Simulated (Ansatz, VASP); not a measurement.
# KF: VASP beside Ansatz

```xyz
2
Lattice="0.0000 2.6067 2.7403 2.6067 0.0000 2.7403 2.6067 2.6067 0.0000" Properties=species:S:1:pos:R:3 pbc="T T T"
K     0.0000    0.0000    0.0000
F     2.6067    2.6067    2.7403
```

Change from the starting cell: strain -0.025 along x and y, +0.025 along z, atoms carried along.

Alike in both runs: task single point; functional LDA; k mesh 8 × 8 × 8; occupations gaussian, width 0.05 eV; no spin polarisation.

|  | VASP | Ansatz |
| --- | --- | --- |
| version | VASP 6.6.1 | Ansatz 0.2.0 |
| potentials or method | VASP PAW LDA potentials, release 64 (K_sv, F) | scalar-relativistic, plane waves, PAW |
| plane-wave cutoff (eV) | 520 | 420 |
| valence electrons in the cell | 16 | 16 |

VASP gave:

- gap on the k mesh at the Fermi level (eV): 5.87
- least direct gap on the mesh (eV): 5.87
- pressure (GPa): -2.5
- largest component of the traceless stress (GPa): 1.56

Task: Which values does Ansatz return?

Result: gap on the k mesh at the Fermi level (eV): 5.89; least direct gap on the mesh (eV): 5.89; pressure (GPa): -2.6; largest component of the traceless stress (GPa): 1.47.

A k mesh can miss the band edges.
